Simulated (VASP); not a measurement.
Write the native input for VASP 6.6.1 that does the following.

```yaml
Task: single point
Functional: LDA
Potentials_or_basis: VASP PAW LDA potentials, release 64 (Rb_sv)
Cutoff: 520 eV
k_mesh: 12 × 12 × 12
Occupations: gaussian, width 0.15 eV
Spin: no spin polarisation
Dipole_correction: no
Further_INCAR_settings: ALGO = Fast; EDIFF = 1e-07; NBANDS = 10
```

The structure of Rb lies in POSCAR:

```
Rb
1.0
   -2.9545118615      2.9545118615      2.7308451955
    2.9545118615     -2.9545118615      2.7308451955
    2.9545118615      2.9545118615     -2.7308451955
Rb
1
Direct
    0.0000000000      0.0000000000      0.0000000000
```

This isn't the form of Rb at room conditions, which is bcc.

These files were run (other wordings do the same):

INCAR

```
PREC = Accurate
ENCUT = 520
EDIFF = 1E-7
ISMEAR = 0
SIGMA = 0.15
LREAL = F
LASPH = T
NELM = 100
ALGO = Fast
ISIF = 2
LWAVE = F
LCHARG = F
GGA = CA
NBANDS = 10
```

KPOINTS

```
Automatic mesh
0
Gamma
  12 12 12
```

Potentials or basis: VASP PAW LDA potentials, release 64 (Rb_sv).

Run with:

```console
$ cat potpaw_LDA.64/Rb_sv/POTCAR > POTCAR
$ mpirun -np 1 vasp_std > vasp.out
```

It gave:

- Pressure: -0.5 GPa
- Band gap on the k mesh: none (metal or under the smearing width)

It took 2.5 min on 1 thread of Intel(R) Xeon(R) Platinum 8259CL CPU @ 2.50GHz (Skylake/Cascade Lake) (shared host), peak memory 0.3 GiB.
